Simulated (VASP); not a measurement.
# As2Pt (Sperrylite) (Pa-3) in VASP: notebook

Aim: see how the results for As2Pt (Sperrylite) move with the level of theory and the settings. Levels: LDA, PBEsol. Tasks: relaxation of the atoms, relaxation of cell and atoms.

Program: VASP 6.6.1. These are calculated values, not measurements. Logs are shortened: lines on timing, memory, paths and dates and some standing lists are left out, and cuts for length are marked.

## (1) Starting point

The structure is cubic, space group Pa-3 (No. 205). Conventional cell: a = 5.951 Å, b = 5.951 Å, c = 5.951 Å, α = 90.00°, β = 90.00°, γ = 90.00°. Around As (site symmetry 3) lie 1 As at 2.41 Å and 3 Pt at 2.48 Å. Around Pt (site symmetry -3) lie 6 As at 2.48 Å.

## (2) Relaxation of the atoms, LDA

Contents of INCAR:

```
SYSTEM = As2Pt
  PREC = Accurate
  ENCUT = 600
  EDIFF = 1E-7
  ISMEAR = 0
  SIGMA = 0.03
  LREAL = .FALSE.
  LASPH = .TRUE.
  NELM = 80
  ALGO = Normal
  ISIF = 2
  LWAVE = .FALSE.
  LCHARG = .FALSE.
  GGA = CA
  IBRION = 2
  NSW = 40
  EDIFFG = -0.01
  KPAR = 4
```

Contents of KPOINTS:

```
Automatic mesh
0
G
  6 6 6
  0 0 0
```

Contents of POSCAR:

```
As2Pt                                   
1.0
    5.9512733344      0.0000000000      0.0000000000
    0.0000000000      5.9512733344      0.0000000000
    0.0000000000      0.0000000000      5.9512733344
  As              Pt            
     8     4
Direct
     0.3830144512340610    0.3830144512340610    0.3830144512340610
     0.1169855487659390    0.6169855487659390    0.8830144512340610
     0.8830144512340610    0.1169855487659390    0.6169855487659390
     0.6169855487659390    0.8830144512340610    0.1169855487659390
     0.6169855487659390    0.6169855487659390    0.6169855487659390
     0.8830144512340610    0.3830144512340610    0.1169855487659390
     0.1169855487659390    0.8830144512340610    0.3830144512340610
     0.3830144512340610    0.1169855487659390    0.8830144512340610
     0.0000000000000000    0.0000000000000000    0.0000000000000000
     0.5000000000000000    0.0000000000000000    0.5000000000000000
     0.5000000000000000    0.5000000000000000    0.0000000000000000
     0.0000000000000000    0.5000000000000000    0.5000000000000000
```

Potentials or basis: VASP PAW LDA potentials, release 64 (As, Pt).

Started as:

```
cat potpaw_LDA.64/As/POTCAR potpaw_LDA.64/Pt/POTCAR > POTCAR
mpirun -np 4 vasp_std > vasp.out
```

OUTCAR:

```text
SYSTEM = As2Pt
   PREC = Accurate
   ENCUT = 600
   EDIFF = 1E-7
   ISMEAR = 0
   LREAL = .FALSE.
   LASPH = .TRUE.
   NELM = 80
   ISIF = 2
   GGA = CA
   IBRION = 2
   NSW = 40
   EDIFFG = -0.01

 ion  position               nearest neighbor table
   1  0.383  0.383  0.383-   5 2.41  10 2.48  11 2.48  12 2.48
   2  0.117  0.617  0.883-   6 2.41   9 2.48  11 2.48  12 2.48
   3  0.883  0.117  0.617-   7 2.41   9 2.48  10 2.48  12 2.48
   4  0.617  0.883  0.117-   8 2.41   9 2.48  10 2.48  11 2.48
   5  0.617  0.617  0.617-   1 2.41  10 2.48  11 2.48  12 2.48
   6  0.883  0.383  0.117-   2 2.41   9 2.48  11 2.48  12 2.48
   7  0.117  0.883  0.383-   3 2.41   9 2.48  10 2.48  12 2.48
   8  0.383  0.117  0.883-   4 2.41   9 2.48  10 2.48  11 2.48
   9  0.000  0.000  0.000-   2 2.48   3 2.48   4 2.48   6 2.48   7 2.48   8 2.48
  10  0.500  0.000  0.500-   1 2.48   3 2.48   4 2.48   5 2.48   7 2.48   8 2.48
  11  0.500  0.500  0.000-   1 2.48   2 2.48   4 2.48   5 2.48   6 2.48   8 2.48
  12  0.000  0.500  0.500-   1 2.48   2 2.48   3 2.48   5 2.48   6 2.48   7 2.48

  LATTYP: Found a simple cubic cell.
 ALAT       =     5.9512733344

  Lattice vectors:

 A1 = (   5.9512733344,   0.0000000000,   0.0000000000)
 A2 = (   0.0000000000,   5.9512733344,   0.0000000000)
 A3 = (   0.0000000000,   0.0000000000,   5.9512733344)

Analysis of symmetry for initial positions (statically):
=====================================================================
 Subroutine PRICEL returns:
 Original cell was already a primitive cell.

 Routine SETGRP: Setting up the symmetry group for a
 simple cubic supercell.

 Subroutine GETGRP returns: Found 24 space group operations
 (whereof  6 operations were pure point group operations)
 out of a pool of 48 trial point group operations.

The static configuration has the point symmetry S_6 .
 The point group associated with its full space group is T_h .

Analysis of symmetry for dynamics (positions and initial velocities):
=====================================================================
 Subroutine PRICEL returns:
 Original cell was already a primitive cell.

 Routine SETGRP: Setting up the symmetry group for a
 simple cubic supercell.

 Subroutine GETGRP returns: Found 24 space group operations
 (whereof  6 operations were pure point group operations)
 out of a pool of 48 trial point group operations.

The dynamic configuration has the point symmetry S_6 .
[... 131 lines left out ...]
   NUPDOWN=      -1.0000    fix difference up-down
   EMIN   =  10.00;   EMAX   =-10.00  energy-range for DOS
   EFERMI =   0.00;   METHOD = LEGACY
   ISMEAR =     0;   SIGMA  =   0.03  broadening in eV -4-tet -1-fermi 0-gaus
   EFERMI_NEDOS =   21; number of points for ismear=-14 and -15
   IALGO  =     38    algorithm
   IMIX   =      4    mixing-type and parameters
     AMIX     =   0.40;   BMIX     =  1.00
     AMIX_MAG =   1.60;   BMIX_MAG =  1.00
  volume/ion in A,a.u.               =      17.57       118.53
  Fermi-wavevector in a.u.,A,eV,Ry     =   1.185300  2.239892 19.115314  1.404936
  Thomas-Fermi vector in A             =   2.321496
   LORBIT       =      0    0 simple, 1 ext, 2 COOP (PROOUT), +10 PAW based schemes
   GGA     = CA    functional components
   LHFCALC =     F    Hartree Fock is set to
   AEXX    =    0.0000 exact exchange contribution
   IVDW    =     0    specifies the selected vdW correction
   LEPSILON=     F    determine dielectric tensor
   LRPA    =     F    only Hartree local field effects (RPA)
 conjugate gradient relaxation of ions
 non-spin polarized calculation
 Gauss-broadening in eV      SIGMA  =   0.03
  energy-cutoff  :      600.00
  volume of cell :      210.78
 maximum number of plane-waves:      7088
   NGX = 23   NGY = 23   NGZ = 23

 number of electron      80.0000000 magnetization

 Free energy of the ion-electron system (eV)
  ---------------------------------------------------
  ext. energy  EPLUGINS =         0.00000000
  ---------------------------------------------------
  free energy    TOTEN  =       -79.92783935 eV

  energy without entropy =      -79.92783935  energy(sigma->0) =      -79.92783935

 E-fermi :   7.8091     XC(G=0): -11.5711

 val. band max:        7.6797321768   @ k =   0.3333   0.3333   0.0000
 cond. band min:       7.9702770681   @ k =   0.5000   0.5000   0.5000
 fundamental gap:      0.2905448913
 Fermi energy:         7.8091454273

 k-point     1 :       0.0000    0.0000    0.0000
  band No.  band energies     occupation
      1      -6.7336      2.00000
      2      -4.6734      2.00000
      3      -4.6734      2.00000
      4      -4.6734      2.00000
      5      -2.4422      2.00000
      6      -2.4422      2.00000
[... 1213 lines left out ...]
     47      10.6584      0.00000
     48      10.6584      0.00000

------------------------ aborting loop because EDIFF is reached ----------------------------------------

  FORCE on cell =-STRESS in cart. coord.  units (eV):
  Direction    XX          YY          ZZ          XY          YZ          ZX
  --------------------------------------------------------------------------------------
  -------------------------------------------------------------------------------------
  Total       -0.0036524     -0.0036524     -0.0036524      0.0000000      0.0000000     -0.0000000
  in kB       -0.0277624     -0.0277624     -0.0277624      0.0000000      0.0000000     -0.0000000
  external PRESSURE =      -0.0277624 kB  Pullay stress =       0.0000000 kB

 VOLUME and BASIS-vectors are now :
 -----------------------------------------------------------------------------
  energy-cutoff  :      600.00
  volume of cell :      210.78
      direct lattice vectors                 reciprocal lattice vectors
     5.951273334  0.000000000  0.000000000     0.168031267  0.000000000  0.000000000
     0.000000000  5.951273334  0.000000000     0.000000000  0.168031267  0.000000000
     0.000000000  0.000000000  5.951273334     0.000000000  0.000000000  0.168031267

 POSITION                                       TOTAL-FORCE (eV/Angst)
 -----------------------------------------------------------------------------------
      2.27942      2.27942      2.27942        -0.002441     -0.002441     -0.002441
      0.69621      3.67185      5.25506         0.002441      0.002441     -0.002441
      5.25506      0.69621      3.67185        -0.002441      0.002441      0.002441
      3.67185      5.25506      0.69621         0.002441     -0.002441      0.002441
      3.67185      3.67185      3.67185         0.002441      0.002441      0.002441
      5.25506      2.27942      0.69621        -0.002441     -0.002441      0.002441
      0.69621      5.25506      2.27942         0.002441     -0.002441     -0.002441
      2.27942      0.69621      5.25506        -0.002441      0.002441     -0.002441
      0.00000      0.00000      0.00000         0.000000     -0.000000     -0.000000
      2.97564      0.00000      2.97564         0.000000     -0.000000     -0.000000
      2.97564      2.97564      0.00000         0.000000     -0.000000     -0.000000
      0.00000      2.97564      2.97564         0.000000     -0.000000     -0.000000
 -----------------------------------------------------------------------------------
    total drift:                               -0.000000      0.000000     -0.000000

  FREE ENERGIE OF THE ION-ELECTRON SYSTEM (eV)
  ---------------------------------------------------
  free  energy   TOTEN  =       -79.9278393542 eV

  energy  without entropy=      -79.9278393542  energy(sigma->0) =      -79.92783935

 reached required accuracy - stopping structural energy minimisation
```

OSZICAR:

```text
N       E                     dE             d eps       ncg     rms          rms(c)
DAV:   1     0.461426173369E+03    0.46143E+03   -0.39499E+04  2304   0.168E+03
DAV:   2    -0.498055359430E+02   -0.51123E+03   -0.48968E+03  2624   0.291E+02
DAV:   3    -0.828398421678E+02   -0.33034E+02   -0.32228E+02  2792   0.663E+01
DAV:   4    -0.836160581401E+02   -0.77622E+00   -0.77025E+00  2696   0.105E+01
DAV:   5    -0.836381679037E+02   -0.22110E-01   -0.22097E-01  2728   0.159E+00    0.228E+01
DAV:   6    -0.806402849627E+02    0.29979E+01   -0.21184E+01  2688   0.253E+01    0.937E+00
DAV:   7    -0.800794403184E+02    0.56084E+00   -0.33426E+00  2552   0.106E+01    0.537E+00
DAV:   8    -0.799470978466E+02    0.13234E+00   -0.33603E-01  2688   0.219E+00    0.118E+00
DAV:   9    -0.799279047685E+02    0.19193E-01   -0.52418E-02  2584   0.133E+00    0.384E-01
DAV:  10    -0.799278819085E+02    0.22860E-04   -0.53167E-03  2648   0.285E-01    0.117E-01
DAV:  11    -0.799278599176E+02    0.21991E-04   -0.87588E-04  2728   0.148E-01    0.258E-02
DAV:  12    -0.799278392120E+02    0.20706E-04   -0.13134E-04  2616   0.649E-02    0.656E-03
DAV:  13    -0.799278393798E+02   -0.16781E-06   -0.83457E-06  2560   0.115E-02    0.199E-03
DAV:  14    -0.799278393542E+02    0.25612E-07   -0.51728E-07  2576   0.356E-03
   1 F= -.79927839E+02 E0= -.79927839E+02  d E =-.799278E+02
```

Run time: 36 s. Hardware: 4 MPI ranks of AMD EPYC 9R45 (Zen 5), shared host; peak memory 0.38 GiB.

What came out:

```
Free energy                  : -79.9278 eV
Pressure after relaxing      : 0.0 GPa
Largest force after relaxing : 0.004 eV/Å
Band gap on the k mesh       : 0.29 eV, indirect (least direct gap 1.04 eV)
```

Forces in eV/Å, atoms in the order of the input:
```
As  -0.002 -0.002 -0.002
As   0.002  0.002 -0.002
As  -0.002  0.002  0.002
As   0.002 -0.002  0.002
As   0.002  0.002  0.002
As  -0.002 -0.002  0.002
As   0.002 -0.002 -0.002
As  -0.002  0.002 -0.002
Pt   0.000  0.000  0.000
Pt   0.000  0.000  0.000
Pt   0.000  0.000  0.000
Pt   0.000  0.000  0.000
```

Final structure:
```yaml
crystal:
  lattice:
    - [5.95127, 0.00000, 0.00000]
    - [0.00000, 5.95127, 0.00000]
    - [0.00000, 0.00000, 5.95127]
  atoms:
    - { symbol: As, position: [0.38301, 0.38301, 0.38301] }
    - { symbol: As, position: [0.11699, 0.61699, 0.88301] }
    - { symbol: As, position: [0.88301, 0.11699, 0.61699] }
    - { symbol: As, position: [0.61699, 0.88301, 0.11699] }
    - { symbol: As, position: [0.61699, 0.61699, 0.61699] }
    - { symbol: As, position: [0.88301, 0.38301, 0.11699] }
    - { symbol: As, position: [0.11699, 0.88301, 0.38301] }
    - { symbol: As, position: [0.38301, 0.11699, 0.88301] }
    - { symbol: Pt, position: [0.00000, 0.00000, 0.00000] }
    - { symbol: Pt, position: [0.50000, 0.00000, 0.50000] }
    - { symbol: Pt, position: [0.50000, 0.50000, 0.00000] }
    - { symbol: Pt, position: [0.00000, 0.50000, 0.50000] }
```

Caveat: the relaxation stopped at its first step, so nothing moved; spin-orbit coupling is left out, which moves the levels of the heavy elements.

## (3) Relaxation of the atoms, LDA (a relaxed cell with its volume scaled by 1.02)

INCAR is that of step 2.

KPOINTS is that of step 2.

POSCAR: that of step 2 with these lines changed.

```diff
@@ -2,5 +2,5 @@
 1.0
-    5.9512733344      0.0000000000      0.0000000000
-    0.0000000000      5.9512733344      0.0000000000
-    0.0000000000      0.0000000000      5.9512733344
+    5.9906868892      0.0000000000      0.0000000000
+    0.0000000000      5.9906868892      0.0000000000
+    0.0000000000      0.0000000000      5.9906868892
   As              Pt
```

Potentials or basis: VASP PAW LDA potentials, release 64 (As, Pt).

Started as:

```
cat potpaw_LDA.64/As/POTCAR potpaw_LDA.64/Pt/POTCAR > POTCAR
mpirun -np 4 vasp_std > vasp.out
```

It took 51 s on 4 MPI ranks of AMD EPYC 9R45 (Zen 5), shared host; peak memory 0.4 GiB.

It converged, with:

```
Free energy               : -79.8865 eV
Energy gained by relaxing : 0.0 meV/atom
Ionic steps               : 2
Pressure after relaxing   : -3.1 GPa
Band gap on the k mesh    : 0.20 eV, indirect (least direct gap 0.92 eV)
```

Final structure:
```
As Pt
1.0
     5.99069    0.00000    0.00000
     0.00000    5.99069    0.00000
     0.00000    0.00000    5.99069
As Pt
8 4
Cartesian
  2.2951 2.2951 2.2951
  0.7003 3.6956 5.2904
  5.2904 0.7003 3.6956
  3.6956 5.2904 0.7003
  3.6956 3.6956 3.6956
  5.2904 2.2951 0.7003
  0.7003 5.2904 2.2951
  2.2951 0.7003 5.2904
  0.0000 0.0000 0.0000
  2.9953 0.0000 2.9953
  2.9953 2.9953 0.0000
  0.0000 2.9953 2.9953
```

Levels at points of the mesh, in eV from the valence-band top:
```
           k point  band 37  band 38  band 39  band 40  band 41  band 42  band 43  band 44
(0.00, 0.00, 0.00)    -2.47    -0.97    -0.97    -0.97     0.63     0.63     0.63     1.59
(0.50, 0.00, 0.00)    -1.23    -1.23    -0.83    -0.83     1.46     1.46     1.62     1.62
(0.50, 0.50, 0.00)    -0.57    -0.57    -0.57    -0.57     1.92     1.92     1.92     1.92
(0.50, 0.50, 0.50)    -0.72    -0.72    -0.72    -0.72     0.20     0.20     0.20     0.20
```

Caveat: spin-orbit coupling is left out, which moves the levels of the heavy elements. A k mesh can miss the band edges.

[end of part 1 of 2]
